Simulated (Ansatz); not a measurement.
# Ga2O3: the cost of one run

Program: Ansatz 0.2.0. Level of theory: DFT PBE, scalar-relativistic, plane waves, PAW. These are calculated values, not measurements.

2 further runs of the same task are left out: 2 set aside as unsound or not needed. Runs told in other sessions of the task aren't counted.

## 1. The structure to begin with

Symmetry: C2/m, No. 12, monoclinic system. The conventional cell has a = 12.455 Å, b = 3.084 Å, c = 5.878 Å, α = 90.00°, β = 103.70°, γ = 90.00°. Around Ga (site symmetry m) lie 4 O at 1.86 to 1.90 Å. Around Ga (site symmetry m) lie 6 O at 1.97 to 2.11 Å. O (site symmetry m) is surrounded by 3 Ga at 1.86 to 1.97 Å. Around O (site symmetry m) lie 4 Ga at 1.90 to 2.11 Å.

Coordinates:

```cif
data_structure
_symmetry_space_group_name_H-M 'P 1'
_symmetry_Int_Tables_number 1
_cell_length_a 6.4155
_cell_length_b 6.4155
_cell_length_c 5.8775
_cell_angle_alpha 103.293
_cell_angle_beta 103.293
_cell_angle_gamma 27.811
_cell_volume 109.65
loop_
_atom_site_label
_atom_site_type_symbol
_atom_site_fract_x
_atom_site_fract_y
_atom_site_fract_z
_atom_site_occupancy
Ga1 Ga 0.08991 0.08991 0.79472 1
Ga2 Ga 0.91009 0.91009 0.20528 1
Ga3 Ga 0.65850 0.65850 0.31420 1
Ga4 Ga 0.34150 0.34150 0.68580 1
O1 O 0.16349 0.16349 0.10921 1
O2 O 0.83651 0.83651 0.89079 1
O3 O 0.17370 0.17370 0.56436 1
O4 O 0.82630 0.82630 0.43564 1
O5 O 0.49602 0.49602 0.25668 1
O6 O 0.50398 0.50398 0.74332 1
```

This cell was relaxed beforehand with the same method: volume 10.97 Å³/atom, gap on the mesh 2.01 eV.

## 2. Zero of energy

Reference values: F = -18540.1191 eV; pressure 0.00 GPa; largest force 0.003 eV/Å; gap on the mesh 2.01 eV. It was computed beforehand with the settings of the runs below.

## 3. Next: random displacements

All atoms are moved at random with no net shift, in some cells together with a random strain.

## 4. At rms move = 0.041 Å

File input.yaml:

```yaml
crystal:
  lattice:
    - [6.425390203, -2.0155543074, -0.2204959674]
    - [6.2343339685, 1.2449080204, -0.0777506917]
    - [-1.5724230577, 0.3511402178, 5.3912808368]
  atoms:
    - { symbol: Ga, position: [0.0910645953, 0.0809760554, 0.7964058846] }
    - { symbol: Ga, position: [0.902579973, 0.9126109988, 0.2021511626] }
    - { symbol: Ga, position: [0.6597919839, 0.6611701255, 0.3163104135] }
    - { symbol: Ga, position: [0.3535099199, 0.3300959028, 0.688337255] }
    - { symbol: O, position: [0.1606343, 0.1683036483, 0.109790205] }
    - { symbol: O, position: [0.8427465729, 0.8307088576, 0.8840925295] }
    - { symbol: O, position: [0.1695951172, 0.1852533136, 0.5696469544] }
    - { symbol: O, position: [0.8200768108, 0.8381775039, 0.4352817185] }
    - { symbol: O, position: [0.5061171841, 0.4833916557, 0.2551150175] }
    - { symbol: O, position: [0.4938835429, 0.5093119384, 0.7428688594] }
basis:
  ecutwfc: 420
kpoints:
  mp_grid: { grid: [10, 10, 6] }
hamiltonian:
  xc: pbe
scf:
  occupations: { method: gaussian, width: 0.05 }
output:
  forces: true
  stress: true
  eigenvalues: true
```

Command:

```console
$ ansatz run input.yaml --threads 2 --pin off --max-ram 5120MiB --backend cpu --events-out ev --progress --plain --runs-dir out
```

What time and memory should one allow on 2 threads of Arm Neoverse V2, shared host?

About 91 s, with a peak of 1.3 GiB.
